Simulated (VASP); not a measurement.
InSb, 2 atoms in the cell. The structure is cubic, space group F-43m (No. 216). The conventional cell has a = 6.478 Å, b = 6.478 Å, c = 6.478 Å, α = 90.00°, β = 90.00°, γ = 90.00°. Around In (site symmetry -43m) lie 4 Sb at 2.81 Å. Around Sb (site symmetry -43m) lie 4 In at 2.81 Å. 

| Property | Result |
| --- | --- |
| Program | VASP 6.6.1 |
| Task | relaxation of cell and atoms |
| Functional | PBE |
| Potentials or basis | VASP PAW PBE potentials, release 64 (In_d, Sb) |
| Cutoff | 600 eV |
| k mesh | 10 × 10 × 10 |
| Occupations | gaussian, width 0.03 eV |
| Spin | no spin polarisation |
| Further INCAR settings | ALGO = Normal; EDIFF = 1e-06; IBRION = 2; EDIFFG = -0.01; NSW = 90; ISIF = 3 |

Potentials or basis: VASP PAW PBE potentials, release 64 (In_d, Sb).

Command:

```bash
$ cat potpaw_PBE.64/In_d/POTCAR potpaw_PBE.64/Sb/POTCAR > POTCAR
$ mpirun -np 1 vasp_std > vasp.out
```

Hardware: 1 thread of Intel(R) Xeon(R) Platinum 8375C CPU @ 2.90GHz (Ice Lake), with other jobs on the host.

Task: Estimate the wall time of this run.

Result: Wall time 2.7 min on 1 thread of Intel(R) Xeon(R) Platinum 8375C CPU @ 2.90GHz (Ice Lake), on a shared host, peak memory 0.27 GiB. Counts: scf iterations 31, k points 47, ion steps 3.
